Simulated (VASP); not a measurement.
Input of a VASP 6.6.1 run:

File INCAR:

```
  PREC = Accurate
  ENCUT = 520
  EDIFF = 1E-7
  ISMEAR = 0
  SIGMA = 0.1
  LREAL = False
  LASPH = True
  NELM = 150
  ALGO = Normal
  ISIF = 3
  LWAVE = False
  LCHARG = False
  ISPIN = 2
  MAGMOM = 5 0
  LORBIT = 11
  LMAXMIX = 4
  LDAU = True
  LDAUTYPE = 2
  LDAUL = 2 -1
  LDAUU = 1.9 0
  LDAUJ = 0 0
  LDAUPRINT = 1
  GGA = PE
  IBRION = 2
  NSW = 80
  EDIFFG = -0.002
  PSTRESS = 300.0
```

KPOINTS

```
Automatic mesh
0
Gamma
  14 14 14
```

File POSCAR:

```
MnS                                     
1.0
    0.0000000000      2.4413964148      2.4413964148
    2.4413964148      0.0000000000      2.4413964148
    2.4413964148      2.4413964148      0.0000000000
  Mn              S             
     1     1
Direct
     0.0000000000000000    0.0000000000000000    0.0000000000000000
     0.5000000000000000    0.5000000000000000    0.5000000000000000
```

Potentials or basis: VASP PAW PBE potentials, release 64 (Mn_pv, S).

Launch:

```bash
$ cat potpaw_PBE.64/Mn_pv/POTCAR potpaw_PBE.64/S/POTCAR > POTCAR
$ mpirun -np 1 vasp_std > vasp.out
```

Q: Predict the net moment.

A: 4.38 μB per cell.

Q: What does it give for the band gap on the k mesh?

A: None (metal or under the smearing width).

Eigenvalues of the final occupation matrices:
| site | spin | trace | eigenvalues |
| --- | --- | --- | --- |
| site 1 d | 1 | 4.52 | 0.89 0.89 0.92 0.92 0.92 |
| site 1 d | 2 | 0.56 | 0.09 0.09 0.09 0.14 0.14 |

Caveat: a cell with one magnetic atom can't hold antiferromagnetic order, which such compounds often take. The state reached can hang on the start; a lower one may exist.
